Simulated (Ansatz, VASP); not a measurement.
Pb in VASP and in Ansatz

File INCAR:

```
SYSTEM = Pb
ALGO = Fast ; EDIFF = 1E-6
ENCUT = 520 ; GGA = PE
ISIF = 2 ; ISMEAR = -1
LASPH = .TRUE. ; LCHARG = .FALSE.
LREAL = .FALSE. ; LWAVE = .FALSE.
NBANDS = 13 ; NELM = 60
PREC = Accurate ; SIGMA = 0.05
```

File KPOINTS:

```
k-points
0
G
  9 9 9
  0 0 0
```

Contents of POSCAR:

```
Pb
1.0
    0.0000000000      2.4750200000      2.4750200000
    2.4750200000      0.0000000000      2.4750200000
    2.4750200000      2.4750200000      0.0000000000
Pb
1
Direct
    0.0000000000      0.0000000000      0.0000000000
```

File input.yaml:

```yaml
crystal:
  lattice:
    - [0.0, 2.47502, 2.47502]
    - [2.47502, 0.0, 2.47502]
    - [2.47502, 2.47502, 0.0]
  atoms:
    - { symbol: Pb, position: [0.0, 0.0, 0.0] }
hamiltonian:
  xc: pbe
  pseudopotentials: { kind: nc, accuracy: standard }
kpoints:
  mp_grid: { grid: [9, 9, 9] }
  band_path:
    path:
      - [[0.0, 0.0, 0.0], [0.5, 0.0, 0.5], [0.5, 0.25, 0.75], [0.375, 0.375, 0.75], [0.0, 0.0, 0.0], [0.5, 0.5, 0.5], [0.625, 0.25, 0.625], [0.5, 0.25, 0.75], [0.5, 0.5, 0.5], [0.375, 0.375, 0.75]]
      - [[0.625, 0.25, 0.625], [0.5, 0.0, 0.5]]
    npoints: 14
scf:
  occupations: { method: fermi_dirac, width: 0.05 }
  n_extra_bands: 6
output:
  forces: true
  stress: true
  eigenvalues: true
  fatbands: false
  write_density: true
  write_potential: true
  elf: true
  volumetric_format: npy
```

Alike in both runs: functional PBE; k mesh 9 × 9 × 9; occupations fermi-dirac, width 0.05 eV; no spin polarisation.

|  | VASP | Ansatz |
| --- | --- | --- |
| version | VASP 6.6.1 | Ansatz 0.2.0 |
| potentials or method | VASP PAW PBE potentials, release 64 (Pb_d) | PseudoDojo standard (PBE files) |
| plane-wave cutoff (eV) | 520 | 850 |
| valence electrons in the cell | 14 | 14 |
| task | single point | band structure |

|  | VASP | Ansatz | Ansatz less VASP |
| --- | --- | --- | --- |
| gap on the k mesh at the Fermi level (eV) | none | none | - |
| pressure (GPa) | 2.2 | 2.1 | -0.08 |

A gap of «none» marks a metal or a gap that the smearing closes.

Caveats: spin-orbit coupling is left out, which moves the levels of the heavy elements (Ansatz). The runs have no spin-orbit coupling, so splittings on Pb are missing.
